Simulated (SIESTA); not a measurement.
Crystal: Al2Cu.

```
Cu Al
1.0
     4.10518    0.00000    0.00000
     0.00000    4.10518    0.00000
     0.00000    0.00000    2.89131
Cu Al
1 2
Direct
  0.00000 0.00000 0.00000
  0.00000 0.50000 0.50000
  0.50000 0.00000 0.50000
```

The cell comes from a database or a generator and needn't be the stable form of this composition.

Program: SIESTA 5.4.2. Alike in all runs: task band structure; level PBEsol; no spin polarisation; cell as given; k mesh 7 × 7 × 9; smearing fermi-dirac 0.05 eV; grid cutoff 800 Ry; energy shift 0.003 Ry.

Q: Order these runs on this cell by their pressure, lowest first.
A. potentials or basis PseudoDojo 0.4 standard (PBEsol files), SZ (energy shift 0.003 Ry)
B. potentials or basis PseudoDojo 0.4 standard (PBEsol files), DZ (energy shift 0.003 Ry; two zetas on semicore shells)
C. potentials or basis PseudoDojo 0.4 standard (PBEsol files), DZP (energy shift 0.003 Ry; two zetas on semicore shells)

A: C (-2.6 GPa), B (2.2 GPa), A (7.9 GPa).

Caveats: short orbitals over semicore shells can move pressures by several GPa; the basis of atomic orbitals isn't converged, which shifts pressures, moduli and gaps; the basis has no polarisation orbitals (some runs).
